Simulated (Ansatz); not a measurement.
SiC (Moissanite):

```xyz
4
Lattice="3.0760 0.0000 0.0000 -1.5380 2.6639 0.0000 0.0000 0.0000 5.0480" Properties=species:S:1:pos:R:3 pbc="T T T"
Si    1.5380    0.8880    2.5240
Si    0.0000    1.7759    0.0000
C     1.5380    0.8880    4.4675
C     0.0000    1.7759    1.9435
```

```yaml
Program: Ansatz 0.2.0
Task: relaxation of cell and atoms
Functional: r2SCAN
Dispersion: D4
Potentials_or_basis: Ansatz PAW
Cutoff: "500 eV (not typed: the program's choice for these potentials)"
k_mesh: 10 × 10 × 5
Occupations: fermi-dirac, width 0.05 eV
Spin: no spin polarisation
```

At the start: volume 10.34 Å³/atom.

Q: How do energy, volume and symmetry change on relaxing?

A: It ends after 5 steps and the volume is 10.27 Å³/atom (-0.7 %); space group P6_3mc (No. 186, to 0.05 Å).

The path:
```tsv
step	energy change (eV)	largest force (eV/Å)	volume (Å³)
1	0.0000	0.7670	41.36
2	-0.0227	0.4173	41.22
3	-0.0382	0.0014	41.05
4	-0.0382	0.0003	41.08
5	-0.0382	0.0003	41.08
```

Final structure:
```
Si C
1.0
     3.06861    0.00000    0.00000
    -1.53431    2.65750    0.00000
     0.00000    0.00000    5.03690
Si C
2 2
Cartesian
  1.5343 0.8858 2.5416
  0.0000 1.7717 0.0232
  1.5343 0.8858 4.4345
  0.0000 1.7717 1.9160
```

Caveat: the plane-wave basis is chosen anew once the cell has moved, so the energies of steps on either side of that aren't comparable; the PAW data sets come from PBE, with cores solved anew for the run's functional, which leaves a small shift of forces and pressure.
